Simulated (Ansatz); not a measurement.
Crystal: FeO (Wuestite).

```xyz
2
Lattice="0.0000 2.1554 2.1554 2.1554 0.0000 2.1554 2.1554 2.1554 0.0000" Properties=species:S:1:pos:R:3 pbc="T T T"
Fe    0.0000    0.0000    0.0000
O     2.1554    2.1554    2.1554
```

Base run:

```yaml
Program: Ansatz 0.2.0
Functional: revPBE
Potentials_or_basis: all-electron LAPW, scalar-relativistic
Cutoff: 349 eV (chosen from the basis error)
Basis_error_allowed: 0.001 eV/atom
k_mesh: 11 × 11 × 11
Occupations: fermi-dirac, width 0.05 eV
Spin: collinear spin, ferromagnetic start
Starting_moments: "[3.0, 0.0] μB"
```

Its results: pressure 3.7 GPa; net moment 4.00 μB per cell; site moments Fe +3.63; O +0.32 μB.

Problem. The run is repeated on the same cell with these changes: functional from revPBE to BLYP. What comes out?

Solution. Pressure 6.7 GPa; net moment 4.00 μB per cell; site moments Fe +3.60; O +0.34 μB.

Caveats: a cell with one magnetic atom can't hold antiferromagnetic order, which such compounds often take.
